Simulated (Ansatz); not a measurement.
As: changing the functional

It takes space group Pm-3m (No. 221, cubic). The conventional cell has a = 2.704 Å, b = 2.704 Å, c = 2.704 Å, α = 90.00°, β = 90.00°, γ = 90.00°. Around As (site symmetry m-3m) lie 6 As at 2.70 Å.

This isn't the form of As at room conditions, which is rhombohedral.

Kept alike: task equation of state; k mesh 10 × 10 × 10; occupations fermi-dirac, width 0.05 eV; no spin polarisation. Program: Ansatz, Ansatz PAW. Cutoffs run from 420 to 500 eV. The mesh is that of the run's cell of 1 atom. No spin-orbit coupling.

| run | volume (Å³/atom) | bulk modulus (GPa) |
| --- | --- | --- |
| A | 19.414 | 91.0 |
| B | 19.727 | 89.8 |
| C | 19.058 | 94.5 |

Volume and modulus come from cells scaled at fixed shape and fractions. All rows use potentials made for PBE.

Question: The runs differ in the functional (and the cutoff that goes with it) alone: LDA; PBEsol; r2SCAN. Which run is which?

Answer: Run A is PBEsol; run B is r2SCAN; run C is LDA. The volume runs from 19.058 (LDA) to 19.727 Å³/atom (r2SCAN). The bulk modulus runs from 89.8 (r2SCAN) to 94.5 GPa (LDA).
